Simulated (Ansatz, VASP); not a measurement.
**Two plane-wave programs on Al**

```
Al
1.0
     0.00000    2.02398    2.05434
     2.02398    0.00000    2.05434
     2.02398    2.02398    0.00000
Al
1
Direct
  0.00000 0.00000 0.00000
```

Change from the starting cell: strain +0.000 along x and y, +0.015 along z, atoms carried along.

Alike in both runs: task single point; functional PBE; dispersion D3(BJ); k mesh 20 × 20 × 20; occupations gaussian, width 0.15 eV; no spin polarisation.

|  | VASP | Ansatz |
| --- | --- | --- |
| version | VASP 6.6.1 | Ansatz 0.2.0 |
| potentials or method | VASP PAW PBE potentials, release 64 (Al) | scalar-relativistic, plane waves, PAW |
| plane-wave cutoff (eV) | 520 | 420 |
| valence electrons in the cell | 3 | 3 |

VASP gave:

```
gap on the k mesh at the Fermi level (eV)       : none
pressure (GPa)                                  : -4.8
largest component of the traceless stress (GPa) : 0.30
```

Estimate Ansatz's values.

gap on the k mesh at the Fermi level (eV): none; pressure (GPa): -4.7; largest component of the traceless stress (GPa): 0.30.

A gap of «none» marks a metal or a gap that the smearing closes.

Caveats: pairwise dispersion overbinds metals, which lowers pressure and volume.
